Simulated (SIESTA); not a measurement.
Mg:

```
Mg
1.0
     3.20930    0.00000    0.00000
    -1.60465    2.77934    0.00000
     0.00000    0.00000    5.21030
Mg
2
Direct
  0.66667 0.33333 0.75000
  0.33333 0.66667 0.25000
```

| Property | Result |
| --- | --- |
| Program | SIESTA 5.4.2 |
| Task | single point |
| Functional | PBEsol |
| Potentials or basis | PseudoDojo 0.4 standard (PBEsol files) |
| Basis | DZP (energy shift 0.003 Ry; two zetas on semicore shells) |
| Grid cutoff | 800 Ry |
| Energy shift | 0.003 Ry |
| k mesh | 10 × 10 × 5 |
| Occupations | fermi-dirac, width 0.05 eV |
| Spin | no spin polarisation |

On this cell: pressure 0.3 GPa; largest force under 0.003 eV/Å; band gap on the k mesh none (metal or under the smearing width).

The same run follows on a disturbed copy (atoms moved at random, drawn with an rms of 0.05 Å):

```
Mg
1.0
     3.20930    0.00000    0.00000
    -1.60465    2.77934    0.00000
     0.00000    0.00000    5.21030
Mg
2
Direct
  0.67167 0.33858 0.75431
  0.33659 0.68100 0.24316
```

Task: What changes?

Result: The energy (extrapolated to zero smearing) moves by +3.3 meV/atom; pressure 0.3 GPa; largest force 0.212 eV/Å; band gap on the k mesh none (metal or under the smearing width).

Forces on the atoms (eV/Å):
```
Mg  -0.017  0.015 -0.207
Mg   0.013 -0.018  0.211
```

Stress tensor (GPa, compression positive):
```
-0.10  0.06  0.01
 0.06  0.05 -0.02
 0.01 -0.02  1.04
```

Caveats: the basis of atomic orbitals isn't converged, which shifts pressures, moduli and gaps.
